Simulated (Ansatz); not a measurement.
Crystal: Fe.

```
CELL_PARAMETERS angstrom
-1.44300 1.44300 1.44300
1.44300 -1.44300 1.44300
1.44300 1.44300 -1.44300
ATOMIC_POSITIONS crystal
Fe 0.00000 0.00000 0.00000
```

* Program: Ansatz 0.2.0
* Task: relaxation of cell and atoms
* Functional: BLYP
* Potentials or basis: all-electron LAPW, scalar-relativistic
* Basis error allowed: 0.001 eV/atom
* k mesh: 13 × 13 × 13
* Occupations: fermi-dirac, width 0.05 eV
* Spin: collinear spin, ferromagnetic start
* Starting moments: [3.0] μB

At the start: volume 12.02 Å³/atom.

Task: Where does the relaxation end?

Result: Over 5 steps the energy falls by 2.0 meV/atom and the volume is 11.80 Å³/atom (-1.8 %); space group Im-3m (No. 229, to 0.05 Å); moment 2.15 μB per cell.

Step by step:
```
step  energy change (eV)  largest force (eV/Å)  volume (Å³)
   1              0.0000                0.0000        12.02
   2             -0.0016                0.0000        11.89
   3             -0.0020                0.0000        11.79
   4             -0.0020                0.0000        11.80
   5             -0.0020                0.0000        11.80
```

Final structure:
```
Fe
1.0
    -1.43408    1.43408    1.43408
     1.43408   -1.43408    1.43408
     1.43408    1.43408   -1.43408
Fe
1
Direct
  0.00000 0.00000 0.00000
```
